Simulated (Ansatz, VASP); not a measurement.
# Si48C47 (V_C): VASP beside Ansatz

Aim: how closely do two programs agree when they are given the same cell, functional and k mesh? The cell is taken from a series of runs on this material, whose earlier steps may have relaxed, scaled, displaced or heated it; both programs get it as it stands.

Method: plane waves, with VASP 6.6.1 beside it; single point at r2SCAN, in Ansatz 0.2.0.

### Step 1. Starting point

The cell holds 95 atoms: 48 Si and 47 C. Its edges and angles: a = 9.242 Å, b = 12.322 Å, c = 12.322 Å, α = 60.0°, β = 60.0°, γ = 60.0°. It derives from SiC (SiC (F-43m)). Nearest the centre at fractional (0.417, 0.562, 0.562): Si31 at 1.73 Å, Si28 at 1.73 Å, Si27 at 1.87 Å, Si43 at 1.87 Å, C77 at 2.95 Å, C72 at 2.95 Å, C59 at 3.07 Å, C90 at 3.08 Å. The cell carries charge −1.

### Step 2. Ansatz: single point, r2SCAN

Ansatz runs on its PAW soft_1 files.

With cell and atoms fixed, the geometry can't cause a difference; cores, projectors, grids and the points listed under the comparison can.

input.yaml

```yaml
crystal:
  checkpoint: "../qm1_M1.relax.run"
  host: checkpoint
total_charge: -1
basis:
  ecutwfc: 500
  xc_grid: 2
hamiltonian:
  xc: r2scan
  pseudopotentials: { kind: paw, azcp: { folder: soft_1 } }
kpoints:
  mp_grid: { grid: [2, 2, 2], shift: [0.5, 0.5, 0.5] }
magnetization:
  spin_polarized: true
  initial_magnetization: 1
  spin_locking: { lock_magnetization: hard }
scf:
  occupations: { method: fermi_dirac, width: 0.01 }
  max_iter: 100
output:
  forces: true
  eigenvalues: true
  charged_corrections:
    epsilon: 7.06
    static_epsilon: 10.43
    defect_position: [0.416667, 0.5625, 0.5625]
  eigenstates: { localisation: true }
  populations: true
  efg: {}
checkpoint:
  read: "../qm1_M1.relax.run"
  write: "../qm1_M1.point.run"
  compress: false
  write_wavefunctions: false
  write_every: 100000
```

Started as:

```bash
> ansatz run input.yaml --threads 4 --pin off --max-ram 15073MiB --backend cpu --events-out ev --progress --plain --runs-dir out
```

Numbers of over 12 decimals in the logs are rounded to 6 here.

What it wrote:

```text
Warning: This run holds its total moment fixed (magnetization.spin_locking.lock_magnetization: hard) and mixes its density by anderson or broyden (scf.mixing.algorithm, typed or taken by auto). Slabs with a fixed moment have converged under broyden above another state at the same moment, at the default mixing steps and at smaller ones, and under scf.lower_state_search: standard, light or off a state that such a mixer [...]
crystal.checkpoint: the structure is that of <dir>, a `relax` run, at its step 10: its result, under r2scan at a charge of -1 e; 95 atoms read, 0 with a starting moment; crystal.structure_sha256 for this input is
Engine: ansatz 0.2.0, aarch64-unknown-linux-gnu
Pseudopotentials: kind: paw
Pseudopotential: Si, paw, valence charge 4, recommended cutoff 500 eV (meta_gga), soft_1/Si.paw.azcp
Pseudopotential: C, paw, valence charge 4, recommended cutoff 500 eV (meta_gga), soft_1/C.paw.azcp
Functional definition: r2SCAN
  parameter k0 = 0.174
  parameter k1 = 0.065
  parameter a1 = 4.9479
  exchange = r2scan_x(k0 = k0, k1 = k1, a1 = a1)
  correlation = r2scan_c
Crystal: 95 atoms, lattice volume = 992.252 Å³
Basis set: ecut = 500 eV, 25191 PW (Γ), exchange–correlation on 144×180×180 points (8 copies of the dense FFT grid, shifted against one another)
Bands: 286, of which v1, the nominal top of the filled ones, is band 191 counted from 1 (190 counted from 0)
Symmetry: 1 space group operations
Space group: P1 (ITA 1), of the structure as read, at distance tolerance 1.0e-4 Å
Magnetic group: BNS 1.1 (UNI 1), of the structure as read, at distance tolerance 1.0e-4 Å
k-points: 4 of 8 (time reversal used)
Non-local potential: Si, projectors of the file, l = 0: 2, l = 1: 2, l = 2: 1
Non-local potential: C, projectors of the file, l = 0: 2, l = 1: 2, l = 2: 1
PAW form: soft (Blöchl's): semilocal exchange-correlation on the pseudo side does not see the compensation charge
PAW frozen core: Si, regenerated for the run's functional (the file was generated under x = pbe(κ = 0.804, μ = 0.219515), c = pbe(β = 0.066725))
PAW frozen core: C, regenerated for the run's functional (the file was generated under x = pbe(κ = 0.804, μ = 0.219515), c = pbe(β = 0.066725))
PAW one-centre angular grid: Si, 302 points (default); XC on 160 Gauss nodes
PAW one-centre angular grid: C, 302 points (default); XC on 219 of its mesh's 2255 points in the sphere
Initial density: read from a saved state, or passed on in memory by an earlier SCF of this step, an earlier step, the calling program or the single point that the run made first
Stability of the state it starts from, as read at its close in the collinear treatment: not read, because the mixer in use, unlike msr1, does not test its closes by its own steps (another_mixer); its run was given moments
Starting moments: Σ|m| = 1 μB on 95 of 95 sites; this step starts from the density that it was given
Initial wavefunctions: pseudopotential atomic-orbital guess — the wavefunctions supplied were not used: k-point sampling differs
Functional: x = r2scan, c = r2scan; τ floored in thin density (d = 2e-4 eV/Å³)
iter 1 solved again at ethr=4.09e-6 eV; its pass at ethr=3.10e-3 eV (dr2=1.56e-2 eV) is discarded
SCF iter   1: F=—  HF=-42515.812777 eV  |F-HF|=—  |Δ(HF+E_count)|=         —  Δρ=6.74e-4 (↑6.72e-4 ↓6.74e-4)  dr2=1.55e-2  dr2_τ=1.10e-4  dr2_m=4.70e-4  M=1.000 μB ∫|m|=1.153 μB  β_m=1.20  ethr=4.09e-6  ⟨swp⟩=9.8  Hψ=18824  notcnv=0
preconditioner: auto → Resta (q_TF=auto, 2.326 Å⁻¹)  ε∞=4.3  [insulator: Δε(μ)=0.204 eV  Ē_g=12.657 eV  σ=0.010 eV  W_gap=1.00  n_scr=206 (ndim 8)  ℏωp=23.0 eV  f_vac=0.000  D(μ)=0.00/eV (n_scr^D=0)  ε∞_Penn≈4.3]
spin=Collinear: Resta preconditioning applied to the charge; magnetization (m = ρ↑ − ρ↓) channel mixes plain (no charge-response kernel on spin).
SCF iter   2: F=—  HF=-42515.815659 eV  |F-HF|=—  |Δ(HF+E_count)|=   2.88e-3  Δρ=4.81e-4 (↑4.68e-4 ↓4.81e-4)  dr2=6.86e-3  dr2_τ=1.58e-5  dr2_m=1.12e-4  M=1.000 μB ∫|m|=1.150 μB  β_m=1.20  ethr=4.07e-6  ⟨swp⟩=3.4  Hψ=4710  notcnv=0  defer=38  κ⁻¹=1.0e0(r=1)
SCF iter   3: F=—  HF=-42515.816800 eV  |F-HF|=—  |Δ(HF+E_count)|=   1.14e-3  Δρ=2.22e-4 (↑2.21e-4 ↓2.22e-4)  dr2=1.53e-3  dr2_τ=3.23e-6  dr2_m=4.95e-6  M=1.000 μB ∫|m|=1.149 μB  β_m=1.20  ethr=1.80e-6  ⟨swp⟩=3.2  Hψ=4822  notcnv=0  defer=38  κ⁻¹=4.1e-2(r=2)
[...]
k-point 2 ↑: bands = [... 187 lower, 8.9246, 9.0836, 10.7159, 11.1666, 11.7351, 11.8201, 12.3158, 12.3537, ... 91 higher]
  k-point 3 ↓: bands = [... 187 lower, 8.9204, 8.9389, 10.8851, 11.3912, 11.3997, 11.9008, 12.1332, 12.3957, ... 91 higher]
--- Löwdin populations: 95 sites ---
  site symbol       q [e]    m [muB]
     0     Si      2.9575     0.0011
     1      C      4.9759     0.0003
     2     Si      2.9564     0.0006
     3      C      4.9727     0.0002
     4     Si      2.9533     0.0013
     5      C      4.9799     0.0041
     6     Si      2.9591     0.0009
     7      C      4.9749     0.0001
     8     Si      2.9564     0.0006
     9      C      4.9727     0.0002
    10     Si      2.9564     0.0009
    11      C      4.9785     0.0011
    12     Si      2.9517     0.0069
    13      C      4.9759    -0.0002
    14     Si      2.9558     0.0012
    15      C      4.9759     0.0005
    16     Si      2.9532     0.0013
    17      C      4.9801     0.0041
    18     Si      2.9516     0.0070
    19      C      4.9760    -0.0001
    20     Si      2.9620     0.0299
    21      C      4.9538     0.0547
    22     Si      2.9518    -0.0009
    23      C      4.9730     0.0184
[...]
87     Si      2.9563     0.0004
    88      C      4.9742     0.0005
    89     Si      2.9606     0.0027
    90      C      4.9757     0.0005
    91     Si      2.9513    -0.0005
    92      C      4.9760    -0.0012
    93     Si      2.9558     0.0015
    94      C      4.9794     0.0015
  spilling = 0.010367 (of n_electrons = 381.000000)
```

In the SCF lines HF is the Harris–Foulkes energy and dr2 the Hartree energy of the density residual, in eV; the loop may stop once dr2 is under the threshold and the program's other checks hold. Hψ counts applications of the Hamiltonian.

### Step 3. VASP: single point, r2SCAN

The same cell, functional, mesh and smearing now go to VASP, with its own data sets.

Lines of VASP's logs that name or quote its potential files are left out, and so is its time.

INCAR

```
SYSTEM = Si48C47
PREC = Accurate
ENCUT = 580
EDIFF = 1E-06
NELM = 200
ISMEAR = -1
SIGMA = 0.01
LREAL = Auto
ALGO = Normal
METAGGA = R2SCAN
LASPH = .TRUE.
NELECT = 381
NBANDS = 257
ISPIN = 2
MAGMOM = 0 0 0 0 0 0 0 0 0 0 0.01 0 0 0 0 -0 0 -0 0 0 -0 0 0 0 0 0 0.06 0.01 0 0 0.01 0 0 0 0 0 0 0 0 0 0 0 0.07 0 0 0 0 0 0 0 0 0 0 0 -0 0 0 -0 0.04 0.01 -0 0 0.01 0 -0 -0 0 0 -0 0 0.01 -0 0 0.01 0.01 0 -0 0.01 0 0 -0 0 0 -0 0 0.01 0 0 0.01 0.04 -0 0 0 -0 0
LORBIT = 11
LWAVE = .FALSE.
LCHARG = .FALSE.
ISIF = 2
ISYM = 0
NUPDOWN = 1
GGA_COMPAT = .FALSE.
LMIXTAU = .TRUE.
```

POSCAR

```
Si48C47
1.0
    0.0000000000      6.5348887282      6.5348887282
    8.7131849710      0.0000000000      8.7131849710
    8.7131849710      8.7131849710      0.0000000000
Si C
48 47
Direct
    0.0003649052      0.9999770094      0.0000534505
    0.0010969207      0.9986259343      0.2505052876
    0.0006196194      0.9988345948      0.5005265362
[... 3 atom lines left out ...]
    0.0020720165      0.2490509146      0.4988758537
[... 1 atom line left out ...]
    0.0005393597      0.5004522339      0.9989854696
    0.0021293674      0.4988038361      0.2490879056
    0.0015691307      0.4993342507      0.4994354244
    0.0008977834      0.5011556794      0.7487516597
[... 2 atom lines left out ...]
    0.0009145224      0.7486562898      0.5012374890
    0.9967462696      0.7512100154      0.7512722953
[... 1 atom line left out ...]
    0.3340134932      0.9950442637      0.2545682915
    0.3349396622      0.9982867406      0.5006601384
[... 1 atom line left out ...]
    0.3340007878      0.2544751309      0.9951685313
[... 1 atom line left out ...]
    0.3347020833      0.2491654536      0.4988328012
    0.3342118054      0.2531425444      0.7472002918
    0.3349439236      0.5005699599      0.9984124803
    0.3347012553      0.4987486955      0.2492414656
    0.3424583815      0.4973756082      0.4973545785
    0.3280011234      0.5253259374      0.7334964766
[... 1 atom line left out ...]
    0.3342378283      0.7471198366      0.2531711402
    0.3283114331      0.7330017189      0.5254893696
    0.3338733200      0.7514168146      0.7514846344
[... 6 atom lines left out ...]
    0.6684555314      0.2487666222      0.4993303707
    0.6663026001      0.2528548995      0.7471094553
[... 1 atom line left out ...]
    0.6684380993      0.4992647601      0.2488314034
    0.6649659785      0.4978187011      0.4976630257
    0.6669703899      0.5011681783      0.7484103082
[... 1 atom line left out ...]
    0.6663449435      0.7470511182      0.2528640443
    0.6669829050      0.7483288824      0.5012473900
[... 8 atom lines left out ...]
    0.0837134044      0.3135693154      0.8114377346
[... 2 atom lines left out ...]
    0.0854301824      0.5617663413      0.5618672109
    0.0787530128      0.5646253401      0.8135738177
[... 1 atom line left out ...]
    0.0837278182      0.8113519439      0.3136400799
    0.0789247761      0.8133728953      0.5646978172
    0.0822768745      0.8132845208      0.8133457967
[... 6 atom lines left out ...]
    0.4191007064      0.3095772982      0.5607363412
    0.4162348819      0.3236169979      0.8026133359
[... 1 atom line left out ...]
    0.4190899956      0.5606650357      0.3095969614
    0.4180058478      0.5649285307      0.8131942982
[... 1 atom line left out ...]
    0.4162834703      0.8025030926      0.3236482743
    0.4180253677      0.8130352568      0.5650229113
[... 6 atom lines left out ...]
    0.7518648192      0.3115154137      0.3115824388
    0.7547134463      0.3092781138      0.5607903309
    0.7503495936      0.3134491959      0.8113076209
[... 1 atom line left out ...]
    0.7548520394      0.5607451796      0.3092064612
    0.7513698479      0.5617116652      0.5617935996
[... 2 atom lines left out ...]
    0.7503574455      0.8112205452      0.3135182434
[... 1 atom line left out ...]
    0.7469217723      0.8141911518      0.8142337231
```

KPOINTS

```
Points of the shifted mesh
8
Reciprocal
 0.2500000000  0.2500000000  0.2500000000 1
 0.2500000000  0.2500000000  0.7500000000 1
 0.2500000000  0.7500000000  0.2500000000 1
 0.2500000000  0.7500000000  0.7500000000 1
 0.7500000000  0.2500000000  0.2500000000 1
 0.7500000000  0.2500000000  0.7500000000 1
 0.7500000000  0.7500000000  0.2500000000 1
 0.7500000000  0.7500000000  0.7500000000 1
```

Potentials, in the order of the species: Si and C (PBE family, release 64).

Started as:

```bash
> export OMP_NUM_THREADS=4
> mpirun -np 1 vasp_std
```

What it wrote:

```text
[banner, memory and clock lines left out]
running    1 mpi-ranks, on    1 nodes
[...]
Offloading initialized ...    1 GPUs detected
[...]
|                                                                             |
|               ----> ADVICE to this user running VASP <----                  |
|                                                                             |
|     You enforced a specific xc type in the INCAR file but a different       |
|     [... a line on the potential file left out ...]
|     I HOPE YOU KNOW WHAT YOU ARE DOING!                                     |
|                                                                             |

 LDA part: xc-table for (None), standard interpolation
 POSCAR, INCAR and KPOINTS ok, starting setup
[...]
entering main loop
       N       E                     dE             d eps       ncg     rms          rms(c)
DAV:   1     0.108312206227E+04    0.10831E+04   -0.19148E+05  8224   0.151E+03
DAV:   2    -0.897246378153E+03   -0.19804E+04   -0.18713E+04 10008   0.255E+02
DAV:   3    -0.104193142277E+04   -0.14469E+03   -0.14293E+03 10024   0.639E+01
DAV:   4    -0.104529430438E+04   -0.33629E+01   -0.33457E+01  9936   0.106E+01
DAV:   5    -0.104538642449E+04   -0.92120E-01   -0.91967E-01  9936   0.165E+00BRMIX: very serious problems
 the old and the new charge density differ
 old charge density:   380.00000 new  381.00000
    0.629E+01
DAV:   6    -0.900544211535E+03    0.14484E+03   -0.22332E+02  9392   0.219E+01    0.353E+01
DAV:   7    -0.902270206982E+03   -0.17260E+01   -0.30571E+01  9872   0.839E+00    0.159E+01
DAV:   8    -0.902739699116E+03   -0.46949E+00   -0.11283E+00  9744   0.229E+00    0.339E+00
DAV:   9    -0.902787869015E+03   -0.48170E-01   -0.19221E-01  9400   0.880E-01    0.959E-01
[...]
DAV:  15    -0.902792916108E+03   -0.18688E-05   -0.17342E-05  9376   0.897E-03    0.112E-02
DAV:  16    -0.902792915081E+03    0.10269E-05   -0.32437E-06  7848   0.389E-03    0.438E-03
DAV:  17    -0.902792915322E+03   -0.24169E-06   -0.13611E-06  5088   0.226E-03
   1 F= -.90279292E+03 E0= -.90279291E+03  d E =-.390992E-05  mag=     1.0000
```

OUTCAR, selected parts (step 3):

```text
  FREE ENERGIE OF THE ION-ELECTRON SYSTEM (eV)
  ---------------------------------------------------
  free  energy   TOTEN  =      -902.7929153224 eV

  energy  without entropy=     -902.7929114125  energy(sigma->0) =     -902.79291337

 magnetization (x)
# of ion       s       p       d       tot
------------------------------------------
    1        0.000   0.000   0.000   0.000
    2       -0.000   0.000   0.000   0.000
    3        0.000   0.000   0.000   0.001
    4        0.000   0.000   0.000   0.000
    5       -0.000   0.000   0.000   0.000
    6        0.000   0.000   0.000   0.000
    7        0.001   0.002   0.000   0.003
    8        0.000   0.000   0.000   0.000
    9        0.000   0.000   0.000   0.001
   10        0.001   0.002   0.000   0.004
   11        0.005   0.012   0.000   0.017
   12        0.000  -0.000   0.000  -0.000
   13        0.000   0.000   0.000   0.000
[...]
--------------------------------------------------
tot          0.117   0.308   0.000   0.425
```

The run ends at a pressure of 1.20 GPa, with forces up to 0.15 eV/Å.

### Step 4. Side by side

Known differences besides the potentials themselves: VASP starts from the moments at which Ansatz ended; VASP keeps PBE cores, Ansatz makes them for the functional; the cutoff is 500 eV in Ansatz and 580 eV in VASP (PREC = Accurate, projectors in real space); site moments are counted in spheres of each program's own size. Total energies have different zeros and are not compared.

The two programs side by side:

```csv
quantity,Ansatz,VASP,difference
"total moment, fixed by the input (μB)",1.00,1.00,0.00
moment on Si43 (μB),0.07,0.12,-0.05
moment on Si27 (μB),0.06,0.11,-0.05
```

Forces on 9 of the 95 atoms, those with the largest forces and the largest differences (eV/Å; atoms numbered as in POSCAR):

```csv
atom,"Ansatz x, y, z","VASP x, y, z"
Si27,"0.058, 0.099, 0.095","0.055, 0.097, 0.093"
Si28,"0.027, -0.079, 0.037","0.032, -0.082, 0.039"
Si39,"0.069, -0.043, -0.034","0.074, -0.041, -0.032"
Si43,"-0.077, -0.093, -0.088","-0.079, -0.087, -0.082"
C71,"-0.055, 0.032, -0.065","-0.057, 0.036, -0.069"
C72,"-0.013, -0.002, 0.020","-0.022, 0.000, 0.019"
C74,"-0.053, -0.062, 0.035","-0.056, -0.066, 0.038"
C77,"-0.013, 0.021, -0.001","-0.022, 0.020, 0.001"
C90,"-0.106, -0.012, -0.013","-0.102, -0.007, -0.008"
```

The forces differ by 2.6 meV/Å r.m.s., which is 6.9 % of the r.m.s. force of 0.038 eV/Å (both taken over all components). The cell carries a charge of -1 e against a uniform background, so its pressure also hangs on how the neutralising background is counted, and in a defect's cell a gap may be the spacing between its levels.

### Step 5. Outcome

```yaml
r_m_s_force_difference_single_point_r2scan: 2.6 meV/Å
```

In words: The r.m.s. force difference is 2.6 meV/Å (single point, r2SCAN), within the 12 meV/Å picked in this series as the mark of a large difference. How closely two codes agree says nothing of how well the functional describes the real material.

[Lines on the potential files, build, host, timing and source positions are cut from VASP's logs without a mark.]

[Logs are printed without paths, hosts, clocks, repeated set-up lines and the standing remarks that a program may print on its own settings, such as how far it seeks lower states.]

[Hosts, paths, dates, database ids (printed as entryN), source tags and the programs' standing remarks are cut or masked in the printed files.]
